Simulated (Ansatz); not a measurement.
## Vibrations of AlAs (F-43m) by finite displacements

```
Al As
1.0
     0.00000    2.81457    2.81457
     2.81457    0.00000    2.81457
     2.81457    2.81457    0.00000
Al As
1 1
Direct
  0.00000 0.00000 0.00000
  0.75000 0.75000 0.75000
```

The conventional cell has a = 5.629 Å, b = 5.629 Å, c = 5.629 Å, α = 90.00°, β = 90.00°, γ = 90.00°. Around Al (atom 1) lie 4 As at 2.44 Å. As (atom 2) has 4 Al at 2.44 Å as nearest neighbours.

Computed, not measured; unless marked otherwise by LDA, all-electron LAPW in Ansatz 0.2.0, scalar-relativistic. k mesh 6×6×6, fixed occupations, basis error target 0.5 meV/atom. The cell was relaxed by PAW under this functional.

Atoms are displaced by 0.01 Å in the smallest supercells that hold the wave vectors of a 2×2×2 mesh. Negative values stand for unstable modes. The zone centre has no LO-TO term.

(1) What are the phonon energies at the solved wave vectors, in cm⁻¹?

(2) Is the structure dynamically stable at these wave vectors?

(3) How do the optical zone-centre modes decompose, and which are active?

(4) How well do frozen-core PAW files reproduce these all-electron values?

(5) The cell is scaled evenly to 43.701 and 45.485 Å³ (from 44.593), with free atoms relaxed and the shape held. What are the mode Grüneisen parameters γ = −d ln ω/d ln V?

(6) Linear response on PAW files adds the field. What are the dielectric tensor, the Born charges and the LO shift?

Results:

(1) 

| q | point | modes (cm⁻¹) |
| --- | --- | --- |
| 0.000 0.000 0.000 | Gamma | 358.7 (×3) |
| 0.500 0.000 0.000 | L | 70.2 (×2), 209.2, 348.0 (×2), 368.2 |
| 0.500 0.500 0.000 | X | 94.7 (×2), 212.3, 331.5 (×2), 389.2 |

(2) Yes, no mode is unstable there; wave vectors off this mesh aren't tested.

(3) Point group -43m: Γ_opt = T2.

```csv
label,cm⁻¹,activity,mostly
T2,358.7,IR and Raman,Al (74 %)
```

(4) With a cutoff of 420 eV and displacements of 0.0025 Å, the r.m.s. difference over the modes is 0.2 cm⁻¹; the largest difference is 389.7 (PAW) against 389.2 cm⁻¹ (LAPW).

(5) For the highest mode, 396.7 cm⁻¹ in the small cell and 381.8 in the large one give γ ≈ 0.96. From the change of the dynamical matrix on each mode:

```tsv
point	cm⁻¹	γ
Gamma	358.7	1.16
L	70.2	-1.70
L	209.2	0.84
L	348.0	1.38
L	368.2	1.15
X	94.7	-1.78
X	212.3	1.11
X	331.5	1.67
X	389.2	0.96
```

Weighted by the modes' heat capacities at 300 K, the mean on this mesh is 0.19; it moves with the q mesh, and a coarse one overweights the zone boundary. Rows under −0.05 (2 here) are modes that soften under compression and pull towards negative thermal expansion.

(6) ε∞ = (9.44, 9.44, 9.44) along x, y, z with local fields. Born charges (xx, yy, zz): Al1 (2.15, 2.15, 2.15); As2 (-2.15, -2.15, -2.15). The highest zone-centre mode lies at 358.6 cm⁻¹ without the macroscopic field and at 394.7 cm⁻¹ with it, for q along x. Lyddane-Sachs-Teller then gives ε₀ = ε∞ (ω_LO/ω_TO)² = 11.44. With the ions free to follow the field, the program's ε₀ is (11.44, 11.44, 11.44).

Caveats: the frozen-core PAW files of the compared runs were fitted under PBE, their cores solved anew for this functional; field response not resolved by the mesh; semilocal gaps are low, and ε∞ tends to come out large.
